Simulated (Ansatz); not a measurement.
# SrCl2: the band gap up the ladder of functionals

An exercise on one series of results from a longer session: the logs are not shown, and one member is left open.

Program: Ansatz 0.2.0. PAW datasets, plane waves. Computed at 0 K without zero-point motion; spin polarisation is off.

## Starting point

The cell was relaxed beforehand with r2SCAN.

It is cubic, Fm-3m (No. 225); a = 6.995 Å in the conventional setting, 28.53 Å³ an atom. Sr has 8 Cl at 3.03 Å; Cl has 4 Sr at 3.03 Å.

As a file:

```
Sr Cl
1.0
     0.00000    3.49765    3.49765
     3.49765    0.00000    3.49765
     3.49765    3.49765    0.00000
Sr Cl
1 2
Direct
  0.00000 0.00000 0.00000
  0.25000 0.25000 0.25000
  0.75000 0.75000 0.75000
```

Set-up of the first run:

input.yaml reads:

```yaml
crystal:
  lattice:
    - [0.0, 3.4976509228, 3.4976509228]
    - [3.4976509228, 0.0, 3.4976509228]
    - [3.4976509228, 3.4976509228, 0.0]
  atoms:
    - { symbol: Sr, position: [0.0, 0.0, 0.0] }
    - { symbol: Cl, position: [0.25, 0.25, 0.25] }
    - { symbol: Cl, position: [0.75, 0.75, 0.75] }
kpoints:
  mp_grid: { grid: [6, 6, 6] }
  band_path:
    path:
      - [[0.0, 0.0, 0.0], [0.5, 3.641995831917e-36, 0.5], [0.625, 0.25, 0.625]]
      - [[0.375, 0.375, 0.75], [0.0, 0.0, 0.0], [0.5, 0.5, 0.5], [0.5, 0.25, 0.75], [0.5, 3.641995831917e-36, 0.5]]
    npoints: 10
hamiltonian:
  xc: pbe
scf:
  occupations: { method: fermi_dirac, width: 0.02 }
  n_extra_bands: 4
output:
  forces: true
  stress: true
  eigenvalues: true
```

Command:

```
$ ansatz run input.yaml --threads 2 --pin off --max-ram 2211MiB --backend cpu --events-out ev --progress --plain --runs-dir out
```

Steps of the session up to this table: Band structure with PBE; r2SCAN; HSE06; PBE+SOC; PBE0; LDA at the same geometry; One-shot GW from PBE; Quasiparticle levels, G0W0@PBE; DDH-PBE0 at the same geometry; Single point with HSE06+SOC; Single point with r2SCANh; Single point with Hartree-Fock.

One of the session's tables, all rows but one given; the rest of the session is left out.

```
                     level  gap (eV)
                       PBE      5.31
                    r2SCAN         ?
                     HSE06      6.59
                   PBE+SOC      5.31
                      PBE0      7.32
                       LDA      4.85
G0W0@PBE (255 empty bands)      7.41
G0W0@PBE (634 empty bands)      7.55
                  DDH-PBE0      8.09
                 HSE06+SOC      6.59
                   r2SCANh      6.61
              Hartree-Fock     13.46
```

**Question.** Estimate the row for r2SCAN.

The run gave: gap (eV): 5.94. In the column «gap (eV)» it lies between PBE+SOC (5.31) and HSE06 (6.59).

Meshes: PBE 6×6×6, r2SCAN 6×6×6, HSE06 4×4×4, PBE+SOC 6×6×6, PBE0 4×4×4, LDA 6×6×6, DDH-PBE0 4×4×4, HSE06+SOC 4×4×4, r2SCANh 4×4×4, Hartree-Fock 4×4×4

In words: The gap runs from 4.85 eV (LDA) to 13.46 eV (Hartree-Fock). Against G0W0@PBE, PBE is short by 2.24 eV, at 70 % of it, and r2SCAN 79 %. PBE0 lies 0.73 eV above HSE06, which differs from it by screening the long-range exchange. Hartree-Fock lies above G0W0@PBE by 5.9 eV. No extrapolation in bands, cutoff or mesh was made for G0W0.

Caveats from the session: Warnings in the runs' records: stress scf threshold loose, stress exchange threshold loose.
